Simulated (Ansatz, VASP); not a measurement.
## Al: VASP beside Ansatz

INCAR

```
PREC = Accurate
ENCUT = 520
EDIFF = 1E-6
ISMEAR = -1
SIGMA = 0.08
LREAL = F
LASPH = T
NELM = 60
ALGO = Normal
ISIF = 2
LWAVE = F
LCHARG = F
NBANDS = 10
```

Contents of KPOINTS:

```
regular mesh
0
Gamma
  12 12 12
```

Contents of POSCAR:

```
Al
1.0
    0.0000000000      2.9258038909      2.9258038909
    2.9258038909      0.0000000000      2.9258038909
    2.9258038909      2.9258038909      0.0000000000
Al
2
Direct
   -0.1250000000     -0.1250000000     -0.1250000000
    0.1250000000      0.1250000000      0.1250000000
```

Input for Ansatz:

```yaml
crystal:
  lattice:
    - [0.0, 2.9258038909, 2.9258038909]
    - [2.9258038909, 0.0, 2.9258038909]
    - [2.9258038909, 2.9258038909, 0.0]
  atoms:
    - { symbol: Al, position: [-0.125, -0.125, -0.125] }
    - { symbol: Al, position: [0.125, 0.125, 0.125] }
kpoints:
  mp_grid: { grid: [12, 12, 12] }
scf:
  occupations: { method: fermi_dirac, width: 0.08 }
hamiltonian:
  xc: lda
  pseudopotentials: { kind: paw }
output:
  forces: true
  stress: true
  eigenvalues: true
  populations: true
```

Change from the starting cell: volume scaled by 0.95, PAW files.

Alike in both runs: task single point; functional LDA; k mesh 12 × 12 × 12; occupations fermi-dirac, width 0.08 eV; no spin polarisation.

|  | VASP | Ansatz |
| --- | --- | --- |
| version | VASP 6.6.1 | Ansatz 0.2.0 |
| potentials or method | VASP PAW LDA potentials, release 64 (Al) | PAW with Ansatz's default frozen-core files, scalar-relativistic |
| plane-wave cutoff (eV) | 520 | 420 |
| valence electrons in the cell | 6 | 6 |

```csv
,VASP,Ansatz,Ansatz less VASP
pressure (GPa),2.4,2.4,-0.04
```
